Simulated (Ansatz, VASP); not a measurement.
Two plane-wave programs on Ti

The input INCAR:

```
PREC     = Accurate       # precision mode
ENCUT    = 520            # plane-wave cutoff, eV
EDIFF    = 1E-6           # SCF threshold, eV
ISMEAR   = 0              # smearing method
SIGMA    = 0.15           # smearing width, eV
LREAL    = F              # projectors in reciprocal space
LASPH    = T              # aspherical terms in the spheres
NELM     = 100            # most SCF steps
ALGO     = Normal         # electronic algorithm
ISIF     = 2              # what is computed and relaxed
LWAVE    = F              # write WAVECAR
LCHARG   = F              # write CHGCAR
GGA      = PS             # functional
NBANDS   = 12             # bands
```

KPOINTS

```
regular mesh
0
Gamma
  20 20 20
```

Contents of POSCAR:

```
Ti
1.0
    0.0000000000      1.8676000000      1.9488000000
    1.8676000000      0.0000000000      1.9488000000
    1.8676000000      1.8676000000      0.0000000000
Ti
1
Direct
    0.0000000000      0.0000000000      0.0000000000
```

Input for Ansatz:

```yaml
crystal:
  lattice:
    - [0.0, 1.8676, 1.9488]
    - [1.8676, 0.0, 1.9488]
    - [1.8676, 1.8676, 0.0]
  atoms:
    - { symbol: Ti, position: [0.0, 0.0, 0.0] }
basis:
  ecutwfc: 420
kpoints:
  mp_grid: { grid: [20, 20, 20] }
hamiltonian:
  xc: pbesol
scf:
  occupations: { method: gaussian, width: 0.15 }
output:
  forces: true
  stress: true
  eigenvalues: true
```

Change from the starting cell: strain -0.080 along x and y, -0.040 along z, atoms carried along.

Alike in both runs: task single point; functional PBEsol; k mesh 20 × 20 × 20; occupations gaussian, width 0.15 eV; no spin polarisation.

```csv
,VASP,Ansatz
version,VASP 6.6.1,Ansatz 0.2.0
potentials or method,"VASP PAW PBE potentials, release 64 (Ti_sv)","scalar-relativistic, plane waves, PAW"
plane-wave cutoff (eV),520,420
valence electrons in the cell,12,12
```

```tsv
	VASP	Ansatz	Ansatz less VASP
gap on the k mesh at the Fermi level (eV)	none	none	-
pressure (GPa)	32.0	32.8	+0.74
largest component of the traceless stress (GPa)	0.80	0.77	-0.039
```

A gap of «none» marks a metal or a gap that the smearing closes. With one functional, cell and mesh, what is left measures potentials, basis and numerics.

Caveats: so large a pressure means that the cell lies far from this level's equilibrium, or that cutoff or potentials fall short (VASP); the potentials were made for another functional, which shifts forces and pressure (VASP).
